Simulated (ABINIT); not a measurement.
Crystal: SiO2.

```xyz
12
Lattice="-4.4720 4.4720 2.6118 4.4720 -4.4720 2.6118 4.4720 4.4720 -2.6118" Properties=species:S:1:pos:R:3 pbc="T T T"
Si    2.8899    2.8899    2.6118
Si    2.8899   -2.8899    2.6118
Si   -2.8899    2.8899    2.6118
Si    1.5821    1.5821    0.0000
O     7.0788    0.0000    0.0000
O     0.0000    1.8653    0.0000
O     0.0000    7.0788    0.0000
O     1.8653    0.0000    0.0000
O     2.2360    2.2360   -1.3059
O    -2.2360    2.2360    1.3059
O     2.2360   -2.2360    1.3059
O     2.2360    2.2360    1.3059
```

The cell comes from a database or a generator and needn't be the stable form of this composition.

* Program: ABINIT 10.8.3 (patched build)
* Task: single point
* Functional: PBE
* Potentials or basis: JTH PAW PBE v2.0
* Cutoff: 626 eV
* k mesh: 6 × 6 × 6
* Occupations: fermi-dirac, width 0.05 eV
* Spin: no spin polarisation

On this cell: pressure 2.1 GPa; largest force 0.139 eV/Å; band gap on the k mesh 5.44 eV, indirect (least direct gap 5.45 eV).

The same run follows on a disturbed copy (atoms moved at random, drawn with an rms of 0.05 Å):

```
Si O
1.0
    -4.47204    4.47204    2.61177
     4.47204   -4.47204    2.61177
     4.47204    4.47204   -2.61177
Si O
4 8
Direct
  0.82433 0.82929 0.64620
  0.16959 0.82236 0.99661
  0.82669 0.18625 0.00598
  0.16963 0.17381 0.34943
  0.00670 0.79708 0.79085
  0.20778 0.00710 0.21232
  0.79334 0.99524 0.79106
  0.00668 0.21089 0.20916
  0.99958 0.99965 0.49586
  0.49580 0.00083 0.00279
  0.99765 0.49366 0.99968
  0.49814 0.49779 0.49793
```

Q: What does the disturbed cell give?

A: The energy moves by +40.9 meV/atom; pressure 3.3 GPa; largest force 3.769 eV/Å; band gap on the k mesh 5.26 eV, indirect (least direct gap 5.30 eV).

Forces in eV/Å, atoms in the order of the input:
```
Si  -2.465  0.139 -0.781
Si   0.888  1.761 -0.229
Si  -2.379  0.709 -2.629
Si   1.172  2.125  1.081
O   -0.280 -1.383 -0.188
O   -3.447  0.194 -0.273
O    3.760 -0.267  0.025
O    0.682 -2.963 -0.122
O    0.594  0.397 -0.928
O   -0.419  0.566  0.711
O    1.528 -1.556  2.769
O    0.367  0.279  0.563
```

Stress tensor (GPa, compression positive):
```
 2.91 -1.81 -0.01
-1.81  5.02 -1.59
-0.01 -1.59  1.88
```

Caveats: the atomic spheres overlap.

A k mesh can miss the band edges.
